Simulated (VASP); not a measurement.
# In2O3 (R-3c) in VASP: further runs, part 2 of 2

VASP 6.6.1.

## (4) Dielectric tensor, LDA

INCAR

```
  PREC = Accurate
  ENCUT = 650
  EDIFF = 1E-8
  ISMEAR = 0
  SIGMA = 0.01
  LREAL = False
  LASPH = True
  NELM = 100
  ALGO = Normal
  ISIF = 2
  LWAVE = False
  LCHARG = False
  LEPSILON = True
```

KPOINTS

```
regular mesh
0
Gamma
  3 3 3
```

POSCAR

```
In2O3
1.0
    2.7435000000      1.5839604635      4.8366666667
   -2.7435000000      1.5839604635      4.8366666667
    0.0000000000     -3.1679209270      4.8366666667
In O
4 6
Direct
    0.8573100000      0.8573100000      0.8573100000
    0.6426900000      0.6426900000      0.6426900000
    0.1426900000      0.1426900000      0.1426900000
    0.3573100000      0.3573100000      0.3573100000
    0.0480000000      0.7500000000      0.4520000000
    0.7500000000      0.4520000000      0.0480000000
    0.4520000000      0.0480000000      0.7500000000
    0.9520000000      0.2500000000      0.5480000000
    0.2500000000      0.5480000000      0.9520000000
    0.5480000000      0.9520000000      0.2500000000
```

Potentials or basis: VASP PAW LDA potentials, release 64 (In_d, O).

The run is started by

```console
$ cat potpaw_LDA.64/In_d/POTCAR potpaw_LDA.64/O/POTCAR > POTCAR
$ mpirun -np 1 vasp_std > vasp.out
```

OUTCAR:

```text
PREC = Accurate
   ENCUT = 650
   EDIFF = 1E-8
   ISMEAR = 0
   LREAL = False
   LASPH = True
   NELM = 100
   ISIF = 2
   LEPSILON = True

 Found      6 irreducible k-points:

 Following reciprocal coordinates:
            Coordinates               Weight
  0.000000  0.000000  0.000000      1.000000
  0.333333 -0.000000  0.000000      6.000000
  0.333333  0.333333  0.000000      6.000000
 -0.333333  0.333333  0.000000      6.000000
  0.333333  0.333333  0.333333      2.000000
 -0.333333  0.333333  0.333333      6.000000
   k-points           NKPTS =      6   k-points in BZ     NKDIM =      6   number of bands    NBANDS=     52
   number of dos      NEDOS =    301   number of ions     NIONS =     10
   total plane-waves  NPLWV = 110592
   dimension x,y,z NGX =    48 NGY =   48 NGZ =   48
   dimension x,y,z NGXF=    96 NGYF=   96 NGZF=   96
   ions per type =               4   6
   NGX,Y,Z   is equivalent  to a cutoff of  13.80, 13.80, 13.80 a.u.
   NGXF,Y,Z  is equivalent  to a cutoff of  27.60, 27.60, 27.60 a.u.
 SYSTEM =  unknown system
   PREC   = accura    normal or accurate (medium, high low for compatibility)
   ISTART =      0    job   : 0-new  1-cont  2-samecut
   ICHARG =      2    charge: 1-file 2-atom 10-const
   ISPIN  =      1    spin polarized calculation?
   LNONCOLLINEAR =      F non collinear calculations
   LSORBIT =      F    spin-orbit coupling
   LASPH  =      T    aspherical Exc in radial PAW
   ENCUT  =  650.0 eV  47.77 Ry    6.91 a.u.  12.02 12.02 12.02*2*pi/ulx,y,z
   NELM   =    100;   NELMIN=  2; NELMDL= -5     # of ELM steps
   EDIFF  = 0.1E-07   stopping-criterion for ELM
   LREAL  =      F    real-space projection
   EDIFFG = 0.1E-06   stopping-criterion for IOM
   NSW    =      0    number of steps for IOM
   IBRION =     -1    ionic relax: 0-MD 1-quasi-New 2-CG
   NFREE  =      0    steps in history (QN), initial steepest desc. (CG)
   ISIF   =      2    stress and relaxation
   ISYM   =      2    0-nonsym 1-usesym 2-fastsym
   POTIM  = 0.5000    time-step for ionic-motion
   TEBEG  =    0.0;   TEEND  =   0.0 temperature during run
   PSTRESS=    0.0 pullay stress
   NELECT =      88.0000    total number of electrons
   NUPDOWN=      -1.0000    fix difference up-down
   EMIN   =  10.00;   EMAX   =-10.00  energy-range for DOS
   EFERMI =   0.00;   METHOD = LEGACY
   ISMEAR =     0;   SIGMA  =   0.01  broadening in eV -4-tet -1-fermi 0-gaus
   EFERMI_NEDOS =   21; number of points for ismear=-14 and -15
[... 420 lines left out ...]

--------------------------------------- Ionic step        3  -------------------------------------------

 Free energy of the ion-electron system (eV)
  ---------------------------------------------------
  ---------------------------------------------------
  free energy    TOTEN  =        -1.77356663 eV

  energy without entropy =       -1.77356663

------------------------ aborting loop because EDIFF is reached ----------------------------------------

 PIEZOELECTRIC TENSOR FIELD DIRECTION 3  (e Angst)
 -----------------------------------------------------------------------------
     0.00989  0.00000  0.00000           ( -0.00002  0.00000  0.00000)
    -0.00000  0.00989 -0.00000           (  0.00000 -0.00002 -0.00000)
    -0.00000  0.00000 -0.02178           (  0.00000  0.00000 -0.00009)

 PIEZOELECTRIC TENSOR FIELD DIRECTION 3  (C/m^2)
 -----------------------------------------------------------------------------
     0.00126  0.00000  0.00000
    -0.00000  0.00126 -0.00000
    -0.00000  0.00000 -0.00277

 MACROSCOPIC STATIC DIELECTRIC TENSOR (including local field effects in DFT)
 ------------------------------------------------------
           5.903098     0.000000     0.000000
           0.000000     5.903098    -0.000000
           0.000000     0.000000     5.910690
 ------------------------------------------------------

 PIEZOELECTRIC TENSOR (including local field effects)  for field in x, y, z        (e  Angst)
          XX          YY          ZZ          XY          YZ          ZX
  --------------------------------------------------------------------------------
  x     0.00000     0.00000     0.00000     0.00000     0.00000     0.00000
  y     0.00000     0.00000     0.00000     0.00000     0.00000     0.00000
  z     0.00000     0.00000     0.00000     0.00000     0.00000     0.00000

 PIEZOELECTRIC TENSOR (including local field effects)  for field in x, y, z        (C/m^2)
          XX          YY          ZZ          XY          YZ          ZX
  --------------------------------------------------------------------------------
  x     0.00000     0.00000     0.00000     0.00000     0.00000     0.00000
  y     0.00000     0.00000     0.00000     0.00000     0.00000     0.00000
  z     0.00000     0.00000     0.00000     0.00000     0.00000     0.00000

 BORN EFFECTIVE CHARGES (including local field effects) (in |e|, cummulative output)
 ---------------------------------------------------------------------------------
 ion    1
    1     3.35363     0.03003     0.00000
    2    -0.03003     3.35363     0.00000
    3     0.00000     0.00000     3.24987
 ion    2
    1     3.35363    -0.03003     0.00000
    2     0.03003     3.35363     0.00000
    3     0.00000     0.00000     3.24987
 ion    3
    1     3.35363     0.03003     0.00000
    2    -0.03003     3.35363     0.00000
    3     0.00000     0.00000     3.24987
 ion    4
    1     3.35363    -0.03003     0.00000
    2     0.03003     3.35363     0.00000
    3     0.00000     0.00000     3.24987
 ion    5
[... 8 lines left out ...]
    1    -2.36180     0.00000     0.00000
    2     0.00000    -2.10970     0.39975
    3     0.00000     0.57115    -2.16658
 ion    8
    1    -2.17273    -0.10916     0.34619
    2    -0.10916    -2.29878    -0.19987
    3     0.49463    -0.28557    -2.16658
 ion    9
    1    -2.17273     0.10916    -0.34619
    2     0.10916    -2.29878    -0.19987
    3    -0.49463    -0.28557    -2.16658
 ion   10
    1    -2.36180     0.00000     0.00000
    2     0.00000    -2.10970     0.39975
    3     0.00000     0.57115    -2.16658
```

OSZICAR:

```text
[... 13 lines left out ...]
RMM:  11    -0.177358252759E+01    0.13004E-04    0.31269E-05  1201   0.247E-03    0.142E-02
RMM:  12    -0.177357360695E+01    0.89206E-05   -0.86104E-06  1115   0.153E-03    0.984E-03
RMM:  13    -0.177357112141E+01    0.24855E-05    0.33036E-06  1199   0.106E-03    0.601E-03
RMM:  14    -0.177357003868E+01    0.10827E-05    0.82910E-07  1185   0.882E-04    0.526E-03
RMM:  15    -0.177356767827E+01    0.23604E-05    0.59737E-06  1182   0.868E-04    0.204E-03
RMM:  16    -0.177356740893E+01    0.26934E-06    0.27438E-06  1155   0.773E-04    0.152E-03
RMM:  17    -0.177356681675E+01    0.59218E-06    0.19577E-06  1196   0.763E-04    0.447E-04
RMM:  18    -0.177356668414E+01    0.13262E-06   -0.64689E-06  1138   0.724E-04    0.227E-05
RMM:  19    -0.177356663283E+01    0.51302E-07    0.26269E-06  1038   0.707E-04    0.643E-06
```

stdout:

```text
POSCAR found type information on POSCAR InO
 POSCAR found :  2 types and      10 ions
 scaLAPACK will be used
 LDA part: xc-table for (Slater(with rela. corr.)+CA(PZ))
 , standard interpolation
 POSCAR, INCAR and KPOINTS ok, starting setup
 FFT: planning ... GRIDC
 FFT: planning ... GRID_SOFT
 FFT: planning ... GRID
 WAVECAR not read
 entering main loop
 Linear response reoptimize wavefunctions to high precision
 Linear response G [H, r] |phi>, progress :
  Direction:   1
 Linear response G [H, r] |phi>, progress :
  Direction:   2
 Linear response G [H, r] |phi>, progress :
  Direction:   3
 Linear response to external field (no local field effect), progress :
  Direction:   1
 dielectric tensor                  component  1 :     5.973    -0.200    -0.168
 Linear response to external field (no local field effect), progress :
  Direction:   2
 dielectric tensor                  component  2 :    -0.200     6.144    -0.322
 Linear response to external field (no local field effect), progress :
  Direction:   3
 dielectric tensor                  component  3 :    -0.168    -0.322     6.068
 Linear response to external field, progress :
  Direction:   1
 dielectric tensor                  component  1 :     5.903    -0.115    -0.239
 Linear response to external field, progress :
  Direction:   2
 dielectric tensor                  component  2 :    -0.115     5.903    -0.000
 Linear response to external field, progress :
  Direction:   3
 dielectric tensor                  component  3 :    -0.165    -0.314     5.911
 Born effective charges drift removed
```

Run time: 8.2 min. Hardware: 1 thread of Intel Xeon 6975P-C (Granite Rapids), shared host; peak memory 0.47 GiB.

The run converged, but some of its settings lie outside the range that counts as converged, so its numbers aren't taken as properties of the crystal.

What came out:

| Property | Result |
| --- | --- |
| Band gap on the k mesh | 1.20 eV, indirect (least direct gap 1.25 eV) |
| Electronic dielectric tensor (diagonal) | 5.90, 5.90, 5.91 |
| Born charges (mean of the diagonal) | In +3.32; O -2.21 e |

Caveat: the k mesh is coarse (spacing up to 0.46 Å⁻¹), so the values aren't converged; spin-orbit coupling is left out, which moves the levels of the heavy elements; an odd mesh through Γ misses points on the zone boundary, where band edges often lie.

## (5) Dielectric tensor, LDA

INCAR: that of step 4 with these lines changed.

```diff
@@ -1,3 +1,3 @@
   PREC = Accurate
-  ENCUT = 650
+  ENCUT = 520
   EDIFF = 1E-8
```

KPOINTS

```
regular mesh
0
Gamma
  4 4 4
```

POSCAR is that of step 4.

Potentials or basis: VASP PAW LDA potentials, release 64 (In_d, O).

The run is started by

```console
$ cat potpaw_LDA.64/In_d/POTCAR potpaw_LDA.64/O/POTCAR > POTCAR
$ mpirun -np 1 vasp_std > vasp.out
```

OUTCAR:

```text
PREC = Accurate
   ENCUT = 520
   EDIFF = 1E-8
   ISMEAR = 0
   LREAL = False
   LASPH = True
   NELM = 100
   ISIF = 2
   LEPSILON = True

 Found     13 irreducible k-points:

 Following reciprocal coordinates:
            Coordinates               Weight
  0.000000  0.000000  0.000000      1.000000
  0.250000 -0.000000 -0.000000      6.000000
  0.500000 -0.000000 -0.000000      3.000000
  0.250000  0.250000 -0.000000      6.000000
  0.500000  0.250000  0.000000     12.000000
 -0.250000  0.250000  0.000000      6.000000
   k-points           NKPTS =     13   k-points in BZ     NKDIM =     13   number of bands    NBANDS=     52
   number of dos      NEDOS =    301   number of ions     NIONS =     10
   total plane-waves  NPLWV = 110592
   dimension x,y,z NGX =    48 NGY =   48 NGZ =   48
   dimension x,y,z NGXF=    96 NGYF=   96 NGZF=   96
   ions per type =               4   6
   NGX,Y,Z   is equivalent  to a cutoff of  13.80, 13.80, 13.80 a.u.
   NGXF,Y,Z  is equivalent  to a cutoff of  27.60, 27.60, 27.60 a.u.
 SYSTEM =  unknown system
   PREC   = accura    normal or accurate (medium, high low for compatibility)
   ISTART =      0    job   : 0-new  1-cont  2-samecut
   ICHARG =      2    charge: 1-file 2-atom 10-const
   ISPIN  =      1    spin polarized calculation?
   LNONCOLLINEAR =      F non collinear calculations
   LSORBIT =      F    spin-orbit coupling
   LASPH  =      T    aspherical Exc in radial PAW
   ENCUT  =  520.0 eV  38.22 Ry    6.18 a.u.  10.75 10.75 10.75*2*pi/ulx,y,z
   NELM   =    100;   NELMIN=  2; NELMDL= -5     # of ELM steps
   EDIFF  = 0.1E-07   stopping-criterion for ELM
   LREAL  =      F    real-space projection
   EDIFFG = 0.1E-06   stopping-criterion for IOM
   NSW    =      0    number of steps for IOM
   IBRION =     -1    ionic relax: 0-MD 1-quasi-New 2-CG
   NFREE  =      0    steps in history (QN), initial steepest desc. (CG)
   ISIF   =      2    stress and relaxation
   ISYM   =      2    0-nonsym 1-usesym 2-fastsym
   POTIM  = 0.5000    time-step for ionic-motion
   TEBEG  =    0.0;   TEEND  =   0.0 temperature during run
   PSTRESS=    0.0 pullay stress
   NELECT =      88.0000    total number of electrons
   NUPDOWN=      -1.0000    fix difference up-down
   EMIN   =  10.00;   EMAX   =-10.00  energy-range for DOS
   EFERMI =   0.00;   METHOD = LEGACY
   ISMEAR =     0;   SIGMA  =   0.01  broadening in eV -4-tet -1-fermi 0-gaus
   EFERMI_NEDOS =   21; number of points for ismear=-14 and -15
   IALGO  =     38    algorithm
   IMIX   =      4    mixing-type and parameters
     AMIX     =   0.40;   BMIX     =  1.00
     AMIX_MAG =   1.60;   BMIX_MAG =  1.00
  volume/ion in A,a.u.               =      12.61        85.10
  Fermi-wavevector in a.u.,A,eV,Ry     =   1.452068  2.744010 28.687886  2.108500
  Thomas-Fermi vector in A             =   2.569492
   LORBIT       =      0    0 simple, 1 ext, 2 COOP (PROOUT), +10 PAW based schemes
   GGA     = CA    functional components
   LHFCALC =     F    Hartree Fock is set to
   AEXX    =    0.0000 exact exchange contribution
   IVDW    =     0    specifies the selected vdW correction
   LEPSILON=     T    determine dielectric tensor
   LRPA    =     F    only Hartree local field effects (RPA)
 non-spin polarized calculation
 Gauss-broadening in eV      SIGMA  =   0.01
  energy-cutoff  :      520.00
  volume of cell :      126.11
 maximum number of plane-waves:      3426
 NGX is ok and might be reduce to    48
   NGX = 21   NGY = 21   NGZ = 21

--------------------------------------- Ionic step        1  -------------------------------------------
[... 362 lines left out ...]
      0.00000      0.00000      9.32543         0.000000     -0.000000      0.101554
      0.00000      0.00000      2.07043         0.000000      0.000000      0.101554
      0.00000      0.00000      5.18457         0.000000     -0.000000     -0.101554
     -1.92594     -0.16790      6.04583        -0.086919     -0.150548     -0.000000
      0.81756      1.75186      6.04583        -0.086919      0.150548     -0.000000
      1.10837     -1.58396      6.04583         0.173838     -0.000000      0.000000
      1.92594      0.16790      8.46417         0.086919      0.150548     -0.000000
     -0.81756     -1.75186      8.46417         0.086919     -0.150548     -0.000000
     -1.10837      1.58396      8.46417        -0.173838      0.000000      0.000000
 -----------------------------------------------------------------------------------
    total drift:                                0.000000     -0.000000      0.000000

  FREE ENERGIE OF THE ION-ELECTRON SYSTEM (eV)
  ---------------------------------------------------
  free  energy   TOTEN  =       -63.6422467571 eV

  energy  without entropy=      -63.6422467571  energy(sigma->0) =      -63.64224676

 HEAD OF MICROSCOPIC STATIC DIELECTRIC TENSOR (INDEPENDENT PARTICLE, excluding Hartree and local field effects)
 ------------------------------------------------------
           5.454610    -0.000000    -0.000000
          -0.000000     5.454610    -0.000000
           0.000000     0.000000     5.315164
 ------------------------------------------------------

 Free energy of the ion-electron system (eV)
  ---------------------------------------------------
  ---------------------------------------------------
  free energy    TOTEN  =        -1.56146291 eV

  energy without entropy =       -1.56146291

------------------------ aborting loop because EDIFF is reached ----------------------------------------

--------------------------------------- Ionic step        2  -------------------------------------------

------------------------ aborting loop because EDIFF is reached ----------------------------------------

--------------------------------------- Ionic step        3  -------------------------------------------

 Free energy of the ion-electron system (eV)
  ---------------------------------------------------
  ---------------------------------------------------
  free energy    TOTEN  =        -1.51028495 eV

  energy without entropy =       -1.51028495

------------------------ aborting loop because EDIFF is reached ----------------------------------------

 PIEZOELECTRIC TENSOR FIELD DIRECTION 3  (e Angst)
 -----------------------------------------------------------------------------
     0.00684  0.00000  0.00000           ( -0.00001  0.00000  0.00000)
    -0.00000  0.00684  0.00000           (  0.00000 -0.00001  0.00000)
     0.00000  0.00000 -0.01679           (  0.00000 -0.00000 -0.00010)

 PIEZOELECTRIC TENSOR FIELD DIRECTION 3  (C/m^2)
 -----------------------------------------------------------------------------
     0.00087  0.00000  0.00000
    -0.00000  0.00087  0.00000
     0.00000  0.00000 -0.00213

 MACROSCOPIC STATIC DIELECTRIC TENSOR (including local field effects in DFT)
 ------------------------------------------------------
           5.308213     0.000000     0.000000
           0.000000     5.308213    -0.000000
          -0.000000    -0.000000     5.169582
 ------------------------------------------------------

 PIEZOELECTRIC TENSOR (including local field effects)  for field in x, y, z        (e  Angst)
          XX          YY          ZZ          XY          YZ          ZX
  --------------------------------------------------------------------------------
  x     0.00000     0.00000     0.00000     0.00000     0.00000     0.00000
  y     0.00000     0.00000     0.00000     0.00000     0.00000     0.00000
  z     0.00000     0.00000     0.00000     0.00000     0.00000     0.00000

 PIEZOELECTRIC TENSOR (including local field effects)  for field in x, y, z        (C/m^2)
          XX          YY          ZZ          XY          YZ          ZX
  --------------------------------------------------------------------------------
  x     0.00000     0.00000     0.00000     0.00000     0.00000     0.00000
  y     0.00000     0.00000     0.00000     0.00000     0.00000     0.00000
  z     0.00000     0.00000     0.00000     0.00000     0.00000     0.00000

 BORN EFFECTIVE CHARGES (including local field effects) (in |e|, cummulative output)
 ---------------------------------------------------------------------------------
 ion    1
    1     3.34389     0.02815     0.00000
    2    -0.02815     3.34389     0.00000
    3    -0.00000    -0.00000     3.23998
 ion    2
    1     3.34389    -0.02815     0.00000
    2     0.02815     3.34389     0.00000
    3     0.00000     0.00000     3.23998
 ion    3
    1     3.34389     0.02815     0.00000
    2    -0.02815     3.34389     0.00000
    3    -0.00000    -0.00000     3.23998
 ion    4
    1     3.34389    -0.02815     0.00000
    2     0.02815     3.34389     0.00000
    3     0.00000     0.00000     3.23998
 ion    5
[... 8 lines left out ...]
    1    -2.34697     0.00000     0.00000
    2     0.00000    -2.11155     0.39066
    3     0.00000     0.54298    -2.15999
 ion    8
    1    -2.17040    -0.10194     0.33833
    2    -0.10194    -2.28811    -0.19533
    3     0.47024    -0.27149    -2.15999
 ion    9
    1    -2.17040     0.10194    -0.33833
    2     0.10194    -2.28811    -0.19533
    3    -0.47024    -0.27149    -2.15999
 ion   10
    1    -2.34697     0.00000    -0.00000
    2     0.00000    -2.11155     0.39066
    3     0.00000     0.54298    -2.15999
```

Run time: 16 min. Hardware: 1 thread of Intel Xeon 6975P-C (Granite Rapids), shared host; peak memory 0.53 GiB.

These settings aren't checked as converged: the numbers below hold their error.

Results:

```yaml
Band_gap_on_the_k_mesh: 1.21 eV, indirect (least direct gap 1.25 eV)
Electronic_dielectric_tensor_diagonal: 5.31, 5.31, 5.17
Born_charges_mean_of_the_diagonal: In +3.31; O -2.21 e
```

Caveat: spin-orbit coupling is left out, which moves the levels of the heavy elements.

## (6) For comparison

An earlier run on the cell as given: functional PBE; potentials or basis VASP PAW PBE potentials, release 64 (In_d, O); cutoff 520 eV; k mesh 6 × 6 × 6; occupations fermi-dirac, width 0.05 eV; no spin polarisation.

- Pressure: 9.0 GPa
- Largest force: 0.139 eV/Å
- Band gap on the k mesh: 1.30 eV, indirect (least direct gap 1.34 eV)
